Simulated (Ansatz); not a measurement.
# BaF2 (Frankdicksonite): the cost of one run

Computed with Ansatz 0.2.0 through its Python package. The levels of theory stand in the script.

### Step 1. The structure

The structure is cubic, space group Fm-3m (No. 225). The conventional cell has a = 6.200 Å, b = 6.200 Å, c = 6.200 Å, α = 90.00°, β = 90.00°, γ = 90.00°. Around Ba (site symmetry m-3m) lie 8 F at 2.68 Å. F (site symmetry -43m) has 4 Ba at 2.68 Å as nearest neighbours.

No structure file is read: the coordinates are typed or built in the script.

### Step 2. Script

paw_lapw.py reads:

```python
'''Checking the PAW result for BaF2 with LAPW.'''

import ansatz as az
import numpy as np
import pandas as pd


def count_gap(report):
    # lowest empty less highest filled band, counting bands; zero where they overlap
    return max(report.get('gap_by_band_count_ev') or 0.0, 0.0)

vectors = np.array([
    [0.0, 3.10005, 3.10005],
    [3.10005, 0.0, 3.10005],
    [3.10005, 3.10005, 0.0],
])
crystal = (
    az.Lattice.of(vectors)
    .atom('Ba', (0.0, 0.0, 0.0))
    .atom('F', (0.25, 0.25, 0.25))
    .atom('F', (0.75, 0.75, 0.75))
)

calc = (
    crystal.calculation()
    .occupations(az.OccupationsMethod.FIXED)
    .functional('PBE')
    .kpoints(mesh=(4, 4, 4), center='gamma')
    .stress()
    .forces()
    .band_table()
)
variants = {
    'PAW': calc.pseudopotentials('paw'),
    'LAPW': calc.pseudopotentials('all_electron', lapw=True),
}
# totals differ by the cores that each treatment holds, so compare what does not depend on them
rows = []
for label, variant in variants.items():
    rep = variant.run(threads=1, pin='off').report
    levels = np.array(rep['eigenvalues_ev'][0]) - rep['fermi_energy_ev']
    print(label, 'levels at the first k-point near E_F:', np.round(levels[np.abs(levels) < 5], 3))
    rows.append((label, rep['n_electrons'], np.trace(rep['stress_gpa']) / 3, count_gap(rep)))
print(pd.DataFrame(rows, columns=['treatment', 'electrons in bands', 'P GPa', 'gap by band count eV']).round(4).to_string(index=False))
```

### Step 3. The calls as engine input

The package turns the script's settings into the engine's input (first run):

```yaml
crystal:
  lattice:
    - [0.0, 3.10005, 3.10005]
    - [3.10005, 0.0, 3.10005]
    - [3.10005, 3.10005, 0.0]
  atoms:
    - { symbol: Ba, position: [0.0, 0.0, 0.0] }
    - { symbol: F, position: [0.25, 0.25, 0.25] }
    - { symbol: F, position: [0.75, 0.75, 0.75] }
kpoints:
  mp_grid:
    grid: [4, 4, 4]
    shift: [0.0, 0.0, 0.0]
hamiltonian:
  xc: pbe
  pseudopotentials:
    kind: paw
scf:
  occupations:
    method: fixed
output:
  forces: true
  stress: true
  eigenvalues: true
```

### Step 4. Running it

Launch:

```
> python paw_lapw.py
```

Q: Estimate wall time and peak memory on 1 thread of Arm Neoverse V1, shared host.

About 6.4 s, with a peak of 0.46 GiB.
